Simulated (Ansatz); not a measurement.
# Pd (Fm-3m) in Ansatz: notebook

One crystal, Pd, is run at these levels: BLYP+D4; tasks: single point, equation of state.

Program: Ansatz 0.2.0. These are calculated values, not measurements. Logs are shortened: lines on timing, memory, paths and dates and some standing lists are left out, and cuts for length are marked.

**1. The crystal as given**

Symmetry: Fm-3m, No. 225, cubic system. Conventional cell: a = 3.893 Å, b = 3.893 Å, c = 3.893 Å, α = 90.00°, β = 90.00°, γ = 90.00°. Around Pd (site symmetry m-3m) lie 12 Pd at 2.75 Å.

**2. Single point, BLYP+D4, 13.87 Å³/atom (volume scaled by 0.94)**

input.yaml

```yaml
crystal:
  lattice:
    - [0.0, 1.9067643606, 1.9067643606]
    - [1.9067643606, 0.0, 1.9067643606]
    - [1.9067643606, 1.9067643606, 0.0]
  atoms:
    - { symbol: Pd, position: [0.0, 0.0, 0.0] }
hamiltonian:
  xc: blyp
  pseudopotentials: { kind: paw }
  dispersion: d4
kpoints:
  mp_grid: { grid: [12, 12, 12] }
scf:
  occupations: { method: fermi_dirac, width: 0.05 }
output:
  forces: true
  stress: true
  eigenvalues: true
```

Potentials or basis: Ansatz PAW.

Run with:

```
$ ansatz run input.yaml --threads 2 --pin off --max-ram 5120MiB --backend cpu --events-out ev --progress --plain --runs-dir out
```

What it wrote:

```text
Warning: RAYON_NUM_THREADS=2 ignored (pool sized by the plan → 2); use --threads N
Engine: ansatz 0.2.0, x86_64-unknown-linux-gnu
Pseudopotentials: kind: paw
Pseudopotential: Pd, paw, valence charge 18, recommended cutoff 420 eV (normal), Pd.paw.azcp
Functional definition: BLYP
  parameter beta = 0.0042
  parameter a = 0.04918
  parameter b = 0.132
  parameter c = 0.2533
  parameter d = 0.349
  exchange = b88_x(beta = beta)
  correlation = lyp_c(a = a, b = b, c = c, d = d)
Crystal: 1 atoms, lattice volume = 13.865 Å³
Basis set: ecut = 420 eV, 283 PW (Γ), exchange–correlation on 40×40×40 points (8 copies of the dense FFT grid, shifted against one another)
Bands: 13, of which v1, the nominal top of the filled ones, is band 9 counted from 1 (8 counted from 0)
Symmetry: 48 space group operations
Space group: Fm-3m (ITA 225), of the structure as read, at distance tolerance 2.4e-5 Å
k-points: 72 of 1728
Non-local potential: Pd, projectors of the file, l = 0: 2, l = 1: 2, l = 2: 2, l = 3: 1
PAW form: soft (Blöchl's): semilocal exchange-correlation on the pseudo side does not see the compensation charge
PAW frozen core: Pd, regenerated for the run's functional, and the local potential with it (the file was generated under x = pbe(κ = 0.804, μ = 0.2195149727645171), c = pbe(β = 0.06672455060314922))
PAW one-centre angular grid: Pd, 590 points (default); XC on 64 Gauss nodes
Initial density: superposition of atomic densities (neutral atoms: chi_scale 0, normalization atom), corrected by the library's trained network
Initial wavefunctions: pseudopotential atomic-orbital guess
Functional: x = b88, c = lyp
SCF iter   1: F=—  HF=-6988.394593 eV  |F-HF|=—  |Δ(HF+E_count)|=         —  Δρ=1.67e-2  dr2=3.82e-2  ethr=1.77e-3  ⟨swp⟩=5.7  Hψ=5403  notcnv=0
preconditioner: auto → none  [metal: Δε(μ)=0.004 eV  Ē_g=15.148 eV  σ=0.050 eV  W_gap=0.02  n_scr=0 (ndim 8)  ℏωp=31.5 eV  f_vac=0.000  D(μ)=2.28/eV (n_scr^D=26)]
SCF iter   2: F=—  HF=-6988.387278 eV  |F-HF|=—  |Δ(HF+E_count)|=   7.31e-3  Δρ=8.46e-3  dr2=5.85e-3  ethr=2.12e-4  ⟨swp⟩=2.4  Hψ=2152  notcnv=0
SCF iter   3: F=—  HF=-6988.385587 eV  |F-HF|=—  |Δ(HF+E_count)|=   1.69e-3  Δρ=2.54e-3  dr2=4.07e-4  ethr=3.25e-5  ⟨swp⟩=2.1  Hψ=1539  notcnv=0
SCF iter   4: F=—  HF=-6988.385727 eV  |F-HF|=—  |Δ(HF+E_count)|=   1.40e-4  Δρ=2.73e-4  dr2=2.94e-6  ethr=2.26e-6  ⟨swp⟩=2.0  Hψ=1292  notcnv=0
SCF iter   5: F=—  HF=-6988.385722 eV  |F-HF|=—  |Δ(HF+E_count)|=   5.10e-6  Δρ=2.72e-5  dr2=3.88e-8  ethr=1.63e-8  ⟨swp⟩=2.1  Hψ=1435  notcnv=0
SCF iter   6: F=-6988.385722 eV  HF=-6988.385722 eV  |F-HF|=6.82e-11  |Δ(HF+E_count)|=   3.62e-8  Δρ=1.59e-6  dr2=1.93e-10  ethr=2.15e-10  ⟨swp⟩=2.0  Hψ=2999  notcnv=0
SCF 1 converged in 6 iterations: F = -6988.385722 eV  dr2 = 1.93e-10
SCF converged after 6 iterations
Free energy (F): -6988.385722 eV
Harris-Foulkes:  -6988.385722 eV  (|F-HF|=6.82e-11)
Internal energy: -6988.367913 eV  (E = F + TS)
E sigma→0 (E₀):  -6988.376818 eV
Entropy (-TS):   -0.017809 eV (-17.809 meV/atom)
Fermi energy:    21.979478 eV
--- Per-component energies (eV) ---
  E_band       = -100.654503
  E_kinetic    = 517.043180
  E_local      = -1664.446650  (includes V_loc(G=0)·N_el)
  E_nonlocal   = 215.848532
  E_hartree    = 683.898914
  E_xc         = -166.984526
  E_vxc        = -209.297936  (∫ρ·V_xc dr)
  E_paw        = -3768.238966  (= ΣΔE_a)
  E_vpaw       = -327.599052  (= ΣTr[D̂ρ^β])
  E_aug_tail   = 0.000226  (compensation charges beyond the density's cutoff)
  E_ewald      = -2804.568605
  E_disp       = -1.006846  (pairwise vdW)
  E_core_change = 0.086828  (= ΣΔE_core)
  E_smearing   = -0.017809  (= −TS)
  E_closure    = 0.000000  (closes the sum)
  Σ components = -6988.385722   (vs F -6988.385722, Δ=0.00e0)
--- Forces (eV/Å), atoms counted from 1 ---
  atom   1  Pd    -0.00000000     0.00000000     0.00000000
  max |Σ_I F_I| component: 6.98e-32 eV/Å
--- Stress (GPa, compression-positive) ---
       23.030957      -0.000000       0.000000
        0.000000      23.030957      -0.000000
       -0.000000      -0.000000      23.030957
  P = ⅓ Tr σ = 23.0310 GPa (230.310 kbar)
--- Band table (eV; the first three rows and the last of 72) ---
  k-point 0: bands = ["-62.2876", "-27.7368", "-27.7368", "-27.7368", "14.5434", "18.8591", "18.8591", "18.8591", "20.6230", "20.6230", "39.3563", "44.2296", "44.2296"]
  k-point 1: bands = ["-62.2828", "-27.7721", "-27.7417", "-27.7417", "14.8091", "18.7672", "18.9522", "18.9522", "20.5796", "20.5796", "39.6581", "42.8712", "44.5689"]
  k-point 2: bands = ["-62.2695", "-27.8681", "-27.7552", "-27.7552", "15.5166", "18.6200", "19.1400", "19.1400", "20.5513", "20.5513", "39.8174", "40.7838", "45.4715"]
  k-point 71: bands = ["-62.1910", "-28.0778", "-28.0778", "-27.9333", "17.2817", "18.3113", "18.3113", "20.5150", "22.3337", "31.4398", "31.4398", "32.8228", "34.3895"]
```

Wall time 0.51 s (2 threads of Intel Xeon Platinum 8488C (Sapphire Rapids), shared host); peak memory 0.33 GiB.

What came out:

* Free energy: -6988.3857 eV
* Pressure: 23.0 GPa
* Band gap on the k mesh: none (metal or under the smearing width)

Caveat: pairwise dispersion overbinds metals, which lowers pressure and volume; the PAW data sets come from PBE, with cores solved anew for the run's functional, which leaves a small shift of forces and pressure.

**3. Single point, BLYP+D4, 14.16 Å³/atom (volume scaled by 0.96)**

input.yaml: that of step 2 with these lines changed.

```diff
@@ -2,5 +2,5 @@
   lattice:
-    - [0.0, 1.9067643606, 1.9067643606]
-    - [1.9067643606, 0.0, 1.9067643606]
-    - [1.9067643606, 1.9067643606, 0.0]
+    - [0.0, 1.9201927211, 1.9201927211]
+    - [1.9201927211, 0.0, 1.9201927211]
+    - [1.9201927211, 1.9201927211, 0.0]
   atoms:
```

Potentials or basis: Ansatz PAW.

Run with:

```
$ ansatz run input.yaml --threads 2 --pin off --max-ram 5120MiB --backend cpu --events-out ev --progress --plain --runs-dir out
```

Wall time 0.51 s (2 threads of Intel Xeon Platinum 8488C (Sapphire Rapids), shared host); peak memory 0.33 GiB.

It converged, with:

```
Free energy            : -6988.4228 eV
Pressure               : 17.3 GPa
Band gap on the k mesh : none (metal or under the smearing width)
```

Caveat: pairwise dispersion overbinds metals, which lowers pressure and volume; the PAW data sets come from PBE, with cores solved anew for the run's functional, which leaves a small shift of forces and pressure.

**4. Single point, BLYP+D4, 14.46 Å³/atom (volume scaled by 0.98)**

input.yaml: that of step 3 with these lines changed.

```diff
@@ -2,5 +2,5 @@
   lattice:
-    - [0.0, 1.9201927211, 1.9201927211]
-    - [1.9201927211, 0.0, 1.9201927211]
-    - [1.9201927211, 1.9201927211, 0.0]
+    - [0.0, 1.933435848, 1.933435848]
+    - [1.933435848, 0.0, 1.933435848]
+    - [1.933435848, 1.933435848, 0.0]
   atoms:
@@ -19 +19,5 @@
   eigenvalues: true
+  write_density: true
+  write_potential: true
+  elf: true
+  volumetric_format: npy
```

Run with:

```
$ ansatz run input.yaml --threads 2 --pin off --max-ram 5120MiB --backend cpu --events-out ev --progress --plain --runs-dir out
```

It took 0.62 s on 2 threads of Intel Xeon Platinum 8488C (Sapphire Rapids), shared host; peak memory 0.34 GiB.

The run converged. Its results:

```
Free energy            : -6988.4500 eV
Pressure               : 12.3 GPa
Band gap on the k mesh : none (metal or under the smearing width)
```

Caveat: pairwise dispersion overbinds metals, which lowers pressure and volume; the PAW data sets come from PBE, with cores solved anew for the run's functional, which leaves a small shift of forces and pressure.

**5. Single point, BLYP+D4, 14.75 Å³/atom**

input.yaml

```yaml
crystal:
  lattice:
    - [0.0, 1.9465, 1.9465]
    - [1.9465, 0.0, 1.9465]
    - [1.9465, 1.9465, 0.0]
  atoms:
    - { symbol: Pd, position: [0.0, 0.0, 0.0] }
hamiltonian:
  xc: blyp
  pseudopotentials: { kind: paw }
  dispersion: d4
kpoints:
  mp_grid: { grid: [12, 12, 12] }
scf:
  occupations: { method: fermi_dirac, width: 0.05 }
output:
  forces: true
  stress: true
  eigenvalues: true
```

Run with:

```
$ ansatz run input.yaml --threads 2 --pin off --max-ram 5120MiB --backend cpu --events-out ev --progress --plain --runs-dir out
```

Wall time 0.51 s (2 threads of Intel Xeon Platinum 8488C (Sapphire Rapids), shared host); peak memory 0.33 GiB.

Results (log left out):

| Property | Result |
| --- | --- |
| Free energy | -6988.4685 eV |
| Pressure | 7.9 GPa |
| Band gap on the k mesh | none (metal or under the smearing width) |

Caveat: pairwise dispersion overbinds metals, which lowers pressure and volume; the PAW data sets come from PBE, with cores solved anew for the run's functional, which leaves a small shift of forces and pressure.

**6. Single point, BLYP+D4, 15.05 Å³/atom (volume scaled by 1.02)**

input.yaml: that of step 5 with these lines changed.

```diff
@@ -2,5 +2,5 @@
   lattice:
-    - [0.0, 1.9465, 1.9465]
-    - [1.9465, 0.0, 1.9465]
-    - [1.9465, 1.9465, 0.0]
+    - [0.0, 1.9593911042, 1.9593911042]
+    - [1.9593911042, 0.0, 1.9593911042]
+    - [1.9593911042, 1.9593911042, 0.0]
   atoms:
```

Potentials or basis: Ansatz PAW.

Run with:

```
$ ansatz run input.yaml --threads 2 --pin off --max-ram 5120MiB --backend cpu --events-out ev --progress --plain --runs-dir out
```

It took 0.5 s on 2 threads of Intel Xeon Platinum 8488C (Sapphire Rapids), shared host; peak memory 0.33 GiB.

It converged, with:

```
Free energy            : -6988.4792 eV
Pressure               : 3.9 GPa
Band gap on the k mesh : none (metal or under the smearing width)
```

Caveat: pairwise dispersion overbinds metals, which lowers pressure and volume; the PAW data sets come from PBE, with cores solved anew for the run's functional, which leaves a small shift of forces and pressure.

**7. Single point, BLYP+D4, 15.34 Å³/atom (volume scaled by 1.04)**

input.yaml: that of step 6 with these lines changed.

```diff
@@ -2,5 +2,5 @@
   lattice:
-    - [0.0, 1.9593911042, 1.9593911042]
-    - [1.9593911042, 0.0, 1.9593911042]
-    - [1.9593911042, 1.9593911042, 0.0]
+    - [0.0, 1.9721147795, 1.9721147795]
+    - [1.9721147795, 0.0, 1.9721147795]
+    - [1.9721147795, 1.9721147795, 0.0]
   atoms:
```

Run with:

```
$ ansatz run input.yaml --threads 2 --pin off --max-ram 5120MiB --backend cpu --events-out ev --progress --plain --runs-dir out
```

Wall time 0.5 s (2 threads of Intel Xeon Platinum 8488C (Sapphire Rapids), shared host); peak memory 0.33 GiB.

Results (log left out):

```
Free energy            : -6988.4832 eV
Pressure               : 0.5 GPa
Band gap on the k mesh : none (metal or under the smearing width)
```

Caveat: pairwise dispersion overbinds metals, which lowers pressure and volume; the PAW data sets come from PBE, with cores solved anew for the run's functional, which leaves a small shift of forces and pressure.

**8. Single point, BLYP+D4, 15.64 Å³/atom (volume scaled by 1.06)**

input.yaml: that of step 7 with these lines changed.

```diff
@@ -2,5 +2,5 @@
   lattice:
-    - [0.0, 1.9721147795, 1.9721147795]
-    - [1.9721147795, 0.0, 1.9721147795]
-    - [1.9721147795, 1.9721147795, 0.0]
+    - [0.0, 1.9846763588, 1.9846763588]
+    - [1.9846763588, 0.0, 1.9846763588]
+    - [1.9846763588, 1.9846763588, 0.0]
   atoms:
@@ -19 +19,5 @@
   eigenvalues: true
+  write_density: true
+  write_potential: true
+  elf: true
+  volumetric_format: npy
```

Run with:

```
$ ansatz run input.yaml --threads 2 --pin off --max-ram 5120MiB --backend cpu --events-out ev --progress --plain --runs-dir out
```

It took 0.61 s on 2 threads of Intel Xeon Platinum 8488C (Sapphire Rapids), shared host; peak memory 0.34 GiB.

It converged, with:

- Free energy: -6988.4811 eV
- Pressure: -2.6 GPa
- Band gap on the k mesh: none (metal or under the smearing width)

Caveat: pairwise dispersion overbinds metals, which lowers pressure and volume; the PAW data sets come from PBE, with cores solved anew for the run's functional, which leaves a small shift of forces and pressure.

**9. Equation of state, BLYP+D4**

Potentials or basis: Ansatz PAW.

No new run: the results of the series are fitted here.

Results:

- Equilibrium volume: 15.38 Å³/atom
- Bulk modulus: 167 GPa
- Pressure derivative of the bulk modulus: 5.5

Energy against volume, from the lowest point:
| volume (Å³/atom) | energy (meV/atom) |
| --- | --- |
| 13.865 | 97.46 |
| 14.160 | 60.40 |
| 14.455 | 33.20 |
| 14.750 | 14.73 |
| 15.045 | 3.96 |
| 15.340 | 0.00 |
| 15.635 | 2.04 |

Caveat: the potentials were made for another functional, which shifts forces and pressure.
